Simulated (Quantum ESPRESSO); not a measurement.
# Optical response of CaSe

Wanted: where CaSe starts to absorb, how strongly, and its refractive index. The cell comes from an older database entry, whose edges can differ from later determinations, mostly by under a per cent.

Program: Quantum ESPRESSO 7.5. Level of theory: DFT, PBE, plane waves with norm-conserving potentials (PseudoDojo), scalar-relativistic, independent-particle optical response without local fields and without the non-local commutator. Results are calculated unless marked as measured.

The database entry behind the starting cell differs from later determinations by our own check (0.1 to 0.3 % short, probably kX units), so it need not match the best structure at ambient conditions.

## 1. The starting structure

Symmetry: Fm-3m, No. 225, cubic system. The conventional cell has a = 5.912 Å, b = 5.912 Å, c = 5.912 Å, α = 90.00°, β = 90.00°, γ = 90.00°. Nearest to Se lie 6 Ca at 2.96 Å. Nearest to Ca lie 6 Se at 2.96 Å. Farther neighbours and most contacts between anions are not listed.

## 2. Ground state

First the ground state: is it a metal or has it a gap?

This step: DFT, PBE, plane waves with norm-conserving potentials (PseudoDojo), scalar-relativistic, ground state (Quantum ESPRESSO 7.5).

Contents of scf.in:

```
&control
  calculation = 'scf'
  prefix = 'x'
  outdir = './tmp'
  pseudo_dir = './'
  verbosity = 'high'
/
&system
  ibrav = 0
  nat = 2
  ntyp = 2
  ecutwfc = 70
  occupations = 'smearing'
  smearing = 'fd'
  degauss = 0.003675
  nbnd = 17
/
&electrons
  conv_thr = 1e-09
  electron_maxstep = 100
/
ATOMIC_SPECIES
  Se 1.0 Se.upf
  Ca 1.0 Ca.upf
CELL_PARAMETERS angstrom
  0.000000000000 2.956000000000 2.956000000000
  2.956000000000 0.000000000000 2.956000000000
  2.956000000000 2.956000000000 0.000000000000
ATOMIC_POSITIONS crystal
  Se 0.500000000000 0.500000000000 0.500000000000
  Ca 0.000000000000 0.000000000000 0.000000000000
K_POINTS automatic
  7 7 7 0 0 0
```

Launch:

```bash
> mpirun -n 4 pw.x -nk 4 -in scf.in
```

Output:

```text
for quantum simulation of materials; please cite

     using ibrav=0 with symmetry is DISCOURAGED, use correct ibrav instead

     G-vector sticks info
     --------------------
     sticks:   dense  smooth     PW     G-vecs:    dense   smooth      PW
     Sum        1201    1201    361                27581    27581    4381

     Using Slab Decomposition

     bravais-lattice index     =            0
     lattice parameter (alat)  =       7.8998  a.u.
     unit-cell volume          =     348.6100 (a.u.)^3
     number of atoms/cell      =            2
     number of atomic types    =            2
     number of electrons       =        26.00
     number of Kohn-Sham states=           17
     kinetic-energy cutoff     =      70.0000  Ry
     charge density cutoff     =     280.0000  Ry
     scf convergence threshold =      1.0E-09
     mixing beta               =       0.7000
     number of iterations used =            8  plain     mixing
     Exchange-correlation= PBE
                           (   1   4   3   4   0   0   0)

     celldm(1)=   7.899840  celldm(2)=   0.000000  celldm(3)=   0.000000
     celldm(4)=   0.000000  celldm(5)=   0.000000  celldm(6)=   0.000000

     crystal axes: (cart. coord. in units of alat)
               a(1) = (   0.000000   0.707107   0.707107 )
               a(2) = (   0.707107   0.000000   0.707107 )
               a(3) = (   0.707107   0.707107   0.000000 )

     reciprocal axes: (cart. coord. in units 2 pi/alat)
               b(1) = ( -0.707107  0.707107  0.707107 )
               b(2) = (  0.707107 -0.707107  0.707107 )
               b(3) = (  0.707107  0.707107 -0.707107 )

     ./Se.upf
     Pseudo is Norm-conserving + core correction, Zval = 16.0
     Generated using ONCVPSP code by D. R. Hamann
     Using radial grid of 1214 points,  6 beta functions with:
                l(1) =   0
                l(2) =   0
                l(3) =   1
                l(4) =   1
                l(5) =   2
                l(6) =   2

     ./Ca.upf
     Pseudo is Norm-conserving + core correction, Zval = 10.0
     Generated using ONCVPSP code by D. R. Hamann
     Using radial grid of 1766 points,  6 beta functions with:
                l(1) =   0
                l(2) =   0
                l(3) =   1
                l(4) =   1
                l(5) =   2
                l(6) =   2

     atomic species   valence    mass     pseudopotential
     Se               16.00     1.00000     Se( 1.00)
     Ca               10.00     1.00000     Ca( 1.00)

     48 Sym. Ops., with inversion, found

                                    s                        frac. trans.

     [... symmetry matrices left out ...]
   Cartesian axes

     site n.     atom                  positions (alat units)
         1        Se     tau(   1) = (   0.7071068   0.7071068   0.7071068  )
         2        Ca     tau(   2) = (   0.0000000   0.0000000   0.0000000  )

   Crystallographic axes

     site n.     atom                  positions (cryst. coord.)
         1        Se     tau(   1) = (  0.5000000  0.5000000  0.5000000  )
         2        Ca     tau(   2) = (  0.0000000  0.0000000  0.0000000  )

     number of k points=    20  Fermi-Dirac smearing, width (Ry)=  0.0037
                       cart. coord. in units 2pi/alat
        k(    1) = (   0.0000000   0.0000000   0.0000000), wk =   0.0058309
        k(    2) = (   0.1010153   0.1010153  -0.1010153), wk =   0.0466472
        k(    3) = (   0.2020305   0.2020305  -0.2020305), wk =   0.0466472
        k(    4) = (   0.3030458   0.3030458  -0.3030458), wk =   0.0466472
        k(    5) = (   0.2020305  -0.0000000   0.0000000), wk =   0.0349854
        k(    6) = (   0.3030458   0.1010153  -0.1010153), wk =   0.1399417
        k(    7) = (   0.4040610   0.2020305  -0.2020305), wk =   0.1399417
        k(    8) = (  -0.2020305  -0.4040610   0.4040610), wk =   0.1399417
        k(    9) = (  -0.1010153  -0.3030458   0.3030458), wk =   0.1399417
        k(   10) = (  -0.0000000  -0.2020305   0.2020305), wk =   0.0699708
        k(   11) = (   0.4040610  -0.0000000   0.0000000), wk =   0.0349854
        k(   12) = (   0.5050763   0.1010153  -0.1010153), wk =   0.1399417
        k(   13) = (  -0.1010153  -0.5050763   0.5050763), wk =   0.1399417
        k(   14) = (   0.0000000  -0.4040610   0.4040610), wk =   0.0699708
        k(   15) = (   0.6060915  -0.0000000   0.0000000), wk =   0.0349854
        k(   16) = (  -0.0000000  -0.6060915   0.6060915), wk =   0.0699708
[...]
cryst. coord.
[...]
k(   13) = (  -0.0000000   0.2857143  -0.4285714), wk =   0.1399417
        k(   14) = (   0.0000000   0.2857143  -0.2857143), wk =   0.0699708
        k(   15) = (   0.0000000   0.4285714   0.4285714), wk =   0.0349854
        k(   16) = (   0.0000000   0.4285714  -0.4285714), wk =   0.0699708
        k(   17) = (   0.1428571   0.2857143   0.4285714), wk =   0.1399417
        k(   18) = (   0.1428571   0.2857143  -0.4285714), wk =   0.2798834
        k(   19) = (   0.1428571   0.4285714  -0.4285714), wk =   0.1399417
        k(   20) = (   0.1428571   0.4285714  -0.2857143), wk =   0.1399417

     Dense  grid:    27581 G-vectors     FFT dimensions: (  45,  45,  45)

     Initial potential from superposition of free atoms

     starting charge      25.9950, renormalised to      26.0000
     Starting wfcs are   14 randomized atomic wfcs +    3 random wfcs

     Self-consistent Calculation

     iteration #  1     ecut=    70.00 Ry     beta= 0.70
     Davidson diagonalization with overlap

            54 MiB given to the printing process from OS
            26 MiB allocation reported by mallinfo(arena+hblkhd)
------------------
     ethr =  1.00E-02,  avg # of iterations =  7.8

     Threshold (ethr) on eigenvalues was too large:
     Diagonalizing with lowered threshold

     Davidson diagonalization with overlap

            59 MiB given to the printing process from OS
            30 MiB allocation reported by mallinfo(arena+hblkhd)
------------------
     ethr =  1.81E-04,  avg # of iterations =  7.5

     total energy              =    -320.17890533 Ry
     estimated scf accuracy    <       0.04281400 Ry

     iteration #  2     ecut=    70.00 Ry     beta= 0.70
     Davidson diagonalization with overlap

            68 MiB given to the printing process from OS
            33 MiB allocation reported by mallinfo(arena+hblkhd)
------------------
     ethr =  1.65E-04,  avg # of iterations =  3.4

     total energy              =    -320.18669374 Ry
     estimated scf accuracy    <       0.00819597 Ry

     iteration #  3     ecut=    70.00 Ry     beta= 0.70
     Davidson diagonalization with overlap

            69 MiB given to the printing process from OS
            34 MiB allocation reported by mallinfo(arena+hblkhd)
------------------
     ethr =  3.15E-05,  avg # of iterations =  5.8

     total energy              =    -320.18909702 Ry
     estimated scf accuracy    <       0.00048449 Ry

     iteration #  4     ecut=    70.00 Ry     beta= 0.70
     Davidson diagonalization with overlap

            70 MiB given to the printing process from OS
            35 MiB allocation reported by mallinfo(arena+hblkhd)
------------------
     ethr =  1.86E-06,  avg # of iterations =  6.7

     total energy              =    -320.18917705 Ry
     estimated scf accuracy    <       0.00001830 Ry

     iteration #  5     ecut=    70.00 Ry     beta= 0.70
     Davidson diagonalization with overlap

            70 MiB given to the printing process from OS
            36 MiB allocation reported by mallinfo(arena+hblkhd)
------------------
     ethr =  7.04E-08,  avg # of iterations =  3.9

     total energy              =    -320.18918363 Ry
     estimated scf accuracy    <       0.00000106 Ry

     iteration #  6     ecut=    70.00 Ry     beta= 0.70
     Davidson diagonalization with overlap

            71 MiB given to the printing process from OS
            37 MiB allocation reported by mallinfo(arena+hblkhd)
------------------
     ethr =  4.07E-09,  avg # of iterations =  4.1

     total energy              =    -320.18918399 Ry
     estimated scf accuracy    <       0.00000009 Ry

     iteration #  7     ecut=    70.00 Ry     beta= 0.70
     Davidson diagonalization with overlap

            72 MiB given to the printing process from OS
            38 MiB allocation reported by mallinfo(arena+hblkhd)
------------------
     c_bands:  1 eigenvalues not converged
     ethr =  3.57E-10,  avg # of iterations =  4.7

     total energy              =    -320.18918402 Ry
     estimated scf accuracy    <          3.9E-09 Ry

     iteration #  8     ecut=    70.00 Ry     beta= 0.70
     Davidson diagonalization with overlap

            73 MiB given to the printing process from OS
            38 MiB allocation reported by mallinfo(arena+hblkhd)
------------------
     ethr =  1.50E-11,  avg # of iterations =  3.8

     End of self-consistent calculation

          k = 0.0000 0.0000 0.0000 (  3479 PWs)   bands (ev):

   -38.5390 -38.5390 -38.5309 -38.5309 -38.5309 -32.3624 -13.3472 -13.3472
   -13.3472  -4.3899   7.4143   7.4143   7.4143  10.7680  11.1245  11.1245
    11.1246

     occupation numbers
     1.0000   1.0000   1.0000   1.0000   1.0000   1.0000   1.0000   1.0000
     1.0000   1.0000   1.0000   1.0000   1.0000   0.0000   0.0000   0.0000
     0.0000

          k = 0.1010 0.1010-0.1010 (  3464 PWs)   bands (ev):

   -38.5379 -38.5379 -38.5311 -38.5301 -38.5301 -32.3611 -13.3692 -13.3486
   -13.3486  -4.2705   6.4721   7.1133   7.1133  11.0392  11.3941  11.3941
    11.9490

     occupation numbers
     1.0000   1.0000   1.0000   1.0000   1.0000   1.0000   1.0000   1.0000
     1.0000   1.0000   1.0000   1.0000   1.0000   0.0000   0.0000   0.0000
     0.0000

          k = 0.2020 0.2020-0.2020 (  3449 PWs)   bands (ev):

   -38.5377 -38.5377 -38.5298 -38.5298 -38.5297 -32.3582 -13.4178 -13.3518
   -13.3518  -3.9848   5.0993   6.5931   6.5931  11.2230  12.0385  12.0385
    13.4130

     occupation numbers
     1.0000   1.0000   1.0000   1.0000   1.0000   1.0000   1.0000   1.0000
     1.0000   1.0000   1.0000   1.0000   1.0000   0.0000   0.0000   0.0000
     0.0000

     [... further k points left out ...]

     the Fermi energy is     8.3799 ev

!    total energy              =    -320.18918402 Ry
     estimated scf accuracy    <          6.4E-10 Ry
     smearing contrib. (-TS)   =      -0.00000000 Ry
     internal energy E=F+TS    =    -320.18918402 Ry

     The total energy is F=E-TS. E is the sum of the following terms:
     one-electron contribution =    -170.37984406 Ry
     hartree contribution      =      90.74058223 Ry
     xc contribution           =     -63.23926766 Ry
     ewald contribution        =    -177.31065453 Ry

     convergence has been achieved in   8 iterations

     XML data file, charge density, pseudopotentials, collected wavefunctions

                                        0.00s GPU  (     295 calls)

=------------------------------------------------------------------------------=
   JOB DONE.
=------------------------------------------------------------------------------=
```

Run time: 5.8 s. Hardware: 4 MPI ranks of Arm Neoverse V2, shared host; peak memory 0.07 GiB; 23 s of CPU time.

This step gave:

- total energy: -320.2 Ry
- gap on the k-mesh: 2.092 eV
- direct gap on the mesh: 3.001 eV

There is a gap, 2.09 eV on this mesh (points off the mesh can give less), so no carriers' term is needed.

[end of part 1 of 3]

[Machine, clock, banner and «Message from routine» lines are left out of the logs.]

[Logs are printed without paths, hosts, clocks, repeated set-up lines and the standing remarks that a program may print on its own settings, such as how far it seeks lower states.]

[Hosts, paths, dates, database ids (printed as entryN), source tags and the programs' standing remarks are cut or masked in the printed files.]
